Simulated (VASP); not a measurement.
Input for VASP

### POSCAR
```
LaAlO3
3.810
  1.0000000000   0.0000000000   0.0000000000
  0.0000000000   1.0000000000   0.0000000000
  0.0000000000   0.0000000000   1.0000000000
La Al O
1 1 3
Direct
  0.0000000000   0.0000000000   0.0000000000
  0.5000000000   0.5000000000   0.5000000000
  0.5000000000   0.0000000000   0.5000000000
  0.0000000000   0.5000000000   0.5000000000
  0.5000000000   0.5000000000   0.0000000000
```

### KPOINTS
```
Automatic mesh
0
Gamma
7 7 7
0 0 0
```

### INCAR
```
LREAL = .False.   ! projection in real space or not
LWAVE = .False.
LASPH = .True.   ! aspherical one-centre terms
LCHARG = .True.
SYSTEM = LaAlO3
LORBIT = 11
ENCUT = 520
NELM = 100
LEFG = .True.
GGA = PE   ! PBE
ISIF = 2
EDIFF = 1E-7
LMAXMIX = 6
ISMEAR = -5
NEDOS = 601   ! DOS grid
ALGO = Normal   ! blocked Davidson
PREC = Accurate
```

POTCAR, in this order: La Al O (PBE.64 set). Program: vasp_std.

Q: Write an equivalent input for Quantum ESPRESSO's pw.x.

A: One equivalent input (not run):
```
&CONTROL
  calculation = 'scf'
  pseudo_dir = './pseudo'
  outdir = './out'
  tprnfor = .true.
  tstress = .true.
/
&SYSTEM
  ibrav = 0
  nat = 5
  ntyp = 3
  ecutwfc = 110
  occupations = 'tetrahedra'
  input_dft = 'pbe'
/
&ELECTRONS
  conv_thr = 7.3e-09
  electron_maxstep = 100
/
ATOMIC_SPECIES
  La 138.905 La.upf
  Al 26.982 Al.upf
  O 15.999 O.upf
CELL_PARAMETERS angstrom
     3.8100000    0.0000000    0.0000000
     0.0000000    3.8100000    0.0000000
     0.0000000    0.0000000    3.8100000
ATOMIC_POSITIONS crystal
  La   0.0000000  0.0000000  0.0000000
  Al   0.5000000  0.5000000  0.5000000
  O    0.5000000  0.0000000  0.5000000
  O    0.0000000  0.5000000  0.5000000
  O    0.5000000  0.5000000  0.0000000
K_POINTS automatic
  7 7 7 0 0 0
```
The two are equivalent in intent, not identical: the potentials are each code's own (VASP's PAW set, PseudoDojo norm-conserving files in pw.x), so ENCUT and ecutwfc are chosen apart and not converted; conv_thr bounds pw.x's estimated SCF error, while EDIFF bounds the energy change between steps; the field gradients of LEFG aren't asked of the other code.

The compound is LaAlO3 in the cubic perovskite structure, the ideal cubic form; the compound distorts at low or room temperature. The cell was not relaxed at this level.
